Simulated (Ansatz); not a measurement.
Runs of Ansatz 0.2.0 on Nb. Symmetry: Im-3m, No. 229, cubic system. Conventional cell: a = 3.328 Å, b = 3.328 Å, c = 3.328 Å, α = 90.00°, β = 90.00°, γ = 90.00°. Nb (site symmetry m-3m) has 8 Nb at 2.88 Å as nearest neighbours. 

```csv
task,level,potentials or basis,U,cell,k mesh,cutoff (eV),smearing,points for each segment of the path,driver,hubbard projectors,double counting,q mesh,mesh quality,gap on the mesh (eV),pressure (GPa)
density of states,HSEsol,PseudoDojo standard (PBEsol files),-,as given,8 × 8 × 8,1116,gaussian 0.15 eV,-,-,-,-,-,not flagged,none,-
band structure,PBE,PseudoDojo stringent (PBE files),-,as given,11 × 11 × 11,1116,fermi-dirac 0.05 eV,14,-,-,-,-,not flagged,none,(a)
relaxation of cell and atoms,PBEsol+D4,Ansatz PAW,-,relaxed,11 × 11 × 11,420,fermi-dirac 0.05 eV,-,-,-,-,-,not flagged,-,0.0
Wannier functions,PBEsol+U,JTH PAW,Nb d U = 7 eV,as given,11 × 11 × 11,1170,fermi-dirac 0.1 eV,-,chain,ortho-atomic (the default),fll (the default),-,not flagged,none,-
density of states,PBEsol+D4+U,Ansatz PAW,Nb d U = 3 eV,as given,11 × 11 × 11,420,fermi-dirac 0.025 eV,-,-,ortho-atomic (the default),amf,-,not flagged,none,-9.2
projected density of states,r2SCAN,Ansatz PAW,-,as given,6 × 6 × 6,500,fermi-dirac 0.05 eV,-,-,-,-,-,coarse,none,-6.7
phonons,LDA,Ansatz PAW,-,as given,8 × 8 × 8,420,fermi-dirac 0.05 eV,8,-,-,-,4 × 4 × 4,not flagged,none,-
single point,PBEsol0,Ansatz PAW,-,as given,6 × 6 × 6,420,fermi-dirac 0.05 eV,-,-,-,-,-,coarse,none,-
```

Alike in all rows: no spin polarisation.

Problem. Estimate the missing entries.

Solution. (a) -1.9.

Caveats: some runs use coarse meshes; the PAW data sets come from PBE, with cores solved anew for the run's functional, which leaves a small shift of forces and pressure (some runs); the density of states is complete only up to the lowest level of the last band computed (some runs); U without spin polarisation on a metal has little footing (some runs); the U is typed as a test and isn't derived for this compound (some runs); the potentials were made for another functional, which shifts forces and pressure (some runs); the plane-wave basis is chosen anew once the cell has moved, so the energies of steps on either side of that aren't comparable (some runs); pairwise dispersion overbinds metals, which lowers pressure and volume (some runs).

A k mesh can miss the band edges, and the runs leave out spin-orbit coupling on Nb.

A gap of «none» marks a metal or a gap under the smearing width.

Not every run made on this cell is shown here.
